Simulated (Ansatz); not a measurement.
Relaxed BaF2 (fluorite):

```yaml
crystal:
  lattice:
    - [0.00000, 6.24642, 6.24642]
    - [3.12321, 3.12321, 6.24642]
    - [3.12321, 3.12321, 0.00000]
  atoms:
    - { symbol: Ba, position: [0.00000, 0.00000, 0.00000] }
    - { symbol: Ba, position: [0.50000, 0.00000, 0.00000] }
    - { symbol: F, position: [0.00000, 0.25000, 0.25000] }
    - { symbol: F, position: [0.50000, 0.25000, 0.25000] }
    - { symbol: F, position: [0.00000, 0.75000, 0.75000] }
    - { symbol: F, position: [0.50000, 0.75000, 0.75000] }
```

A phonon eigenvector at X = (0.5, 0.5, 0.0) is frozen into this cell: atom i moves by Q times the vector below, so Q is the largest atomic displacement, in Å. The cell is held. (q is in reciprocal vectors of the primitive cell; the cell shown is doubled to hold the pattern.)

```tsv
atom	x	y	z
F3	0.000	0.000	1.000
F4	0.000	0.000	-1.000
F5	0.000	0.000	1.000
F6	0.000	0.000	-1.000
```

Atoms not listed stay in place.

All values below come from PBE (plane waves to 420 eV, PAW, scalar-relativistic; Ansatz, a first-principles code). k mesh 9×9×9 (Γ-centred), Fermi-Dirac smearing 0.05 eV. BaF2 was relaxed with its symmetry unable to fall. 

```
Q (Å)   −dE/dQ from forces (eV/Å)
------  -------------------------
-0.280                      1.441
-0.233                      1.156
-0.187                      0.894
-0.140                      0.651
-0.093                      0.425
-0.047                      0.209
0.000                       0.000
0.047                      -0.209
0.093                      -0.425
0.140                      -0.651
0.187                      -0.894
0.233                      -1.156
0.280                      -1.441
```

Question: What harmonic wavenumber does the curvature at Q = 0 give?

Answer: 126 cm⁻¹. E″ = 4.47 eV/Å², M = Σ mᵢ|uᵢ|² = 76.0 u, ν̃ = 521.5·√(|E″|/M).

(For displaced atoms, the force is minus the slope of the energy, and its curvature is a force constant, which sets phonon frequencies.)
